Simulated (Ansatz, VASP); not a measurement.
**Two plane-wave programs on AlNi3**

```
Al Ni
1.0
     0.00000    2.80189    2.80189
     2.80189    0.00000    2.80189
     2.80189    2.80189    0.00000
Al Ni
1 3
Direct
  0.50000 0.50000 0.50000
  0.25000 0.25000 0.25000
  0.00000 0.00000 0.00000
  0.75000 0.75000 0.75000
```

The cell comes from a database or a generator and needn't be the stable form of this composition.

Alike in both runs: task single point; functional PBEsol; k mesh 14 × 14 × 14; occupations gaussian, width 0.1 eV; no spin polarisation.

```csv
,VASP,Ansatz
version,VASP 6.6.1,Ansatz 0.2.0
potentials or method,"VASP PAW PBE potentials, release 64 (Al, Ni)","scalar-relativistic, plane waves, PAW"
plane-wave cutoff (eV),520,420
valence electrons in the cell,33,57
```

|  | VASP | Ansatz | Ansatz less VASP |
| --- | --- | --- | --- |
| gap on the k mesh at the Fermi level (eV) | none | none | - |
| pressure (GPa) | -0.6 | -0.7 | -0.16 |

A gap of «none» marks a metal or a gap that the smearing closes. The two sets of potentials don't hold the same shells in valence.

Caveats: the PAW data sets were made with another functional, which shifts forces and pressure a little (VASP). Spin polarisation is off, so any magnetic state and its effect on volume and gap are missing.
